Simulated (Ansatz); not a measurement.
A run of Ansatz 0.2.0 is set up as follows.

The input input.yaml:

```yaml
crystal:
  lattice:
    - [-1.602103413, 1.602103413, 2.08339225]
    - [1.602103413, -1.602103413, 2.08339225]
    - [1.602103413, 1.602103413, -2.08339225]
  atoms:
    - { symbol: Fe, position: [0.0, 0.0, 0.0], spin: 3.0 }
    - { symbol: O, position: [0.5, 0.5, 0.0] }
hamiltonian:
  xc: lda
  pseudopotentials: { kind: paw }
  hubbard: { sites: [{ species: Fe, l: d, u_eff: 4.0 }] }
magnetization:
  spin_polarized: true
kpoints:
  mp_grid: { grid: [12, 12, 12] }
scf:
  occupations: { method: fermi_dirac, width: 0.05 }
  n_extra_bands: 6
output:
  forces: true
  stress: true
  eigenvalues: true
  dos: { projected: true, de: 0.05, nscf_kmesh: { grid: [18, 18, 18] } }
  write_density: true
  write_potential: true
  elf: true
  volumetric_format: npy
```

Potentials or basis: Ansatz PAW.

Run with:

```bash
$ ansatz run input.yaml --threads 2 --pin off --max-ram 5632MiB --backend cpu --events-out ev --progress --plain --runs-dir out
```

(1) What does it give for the absolute moment?

(2) Predict the site moments.

## Answers

(1) 4.00 μB per cell.

(2) Fe +3.41; O +0.21 μB.

Caveat: the magnetic or orbital state may not be the lowest; a cell with one magnetic atom can't hold antiferromagnetic order, which such compounds often take; the density of states is complete only up to the lowest level of the last band computed.
